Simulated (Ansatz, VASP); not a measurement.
**One calculation of Sn, two programs**

```
Sn
1.0
     0.00000    3.80070    2.97607
     2.85167    0.00000    2.97607
     2.85167    3.80070    0.00000
Sn
2
Direct
  0.19189 0.80811 0.19189
  0.80811 0.19189 0.80811
```

Alike in both runs: functional PBE; k mesh 6 × 6 × 6; occupations gaussian, width 0.1 eV; no spin polarisation.

Ansatz relaxed the structure, and its values are those at the end. VASP's run is a single point on that final structure, the one shown.

```csv
,VASP,Ansatz
version,VASP 6.6.1,Ansatz 0.2.0
potentials or method,"VASP PAW PBE potentials, release 64 (Sn_d)","scalar-relativistic, plane waves, PAW"
plane-wave cutoff (eV),520,420
valence electrons in the cell,28,28
```

|  | VASP | Ansatz | Ansatz less VASP |
| --- | --- | --- | --- |
| gap on the k mesh at the Fermi level (eV) | none | none | - |
| pressure (GPa) | -0.1 | 0.0 | +0.06 |

A gap of «none» marks a metal or a gap that the smearing closes.
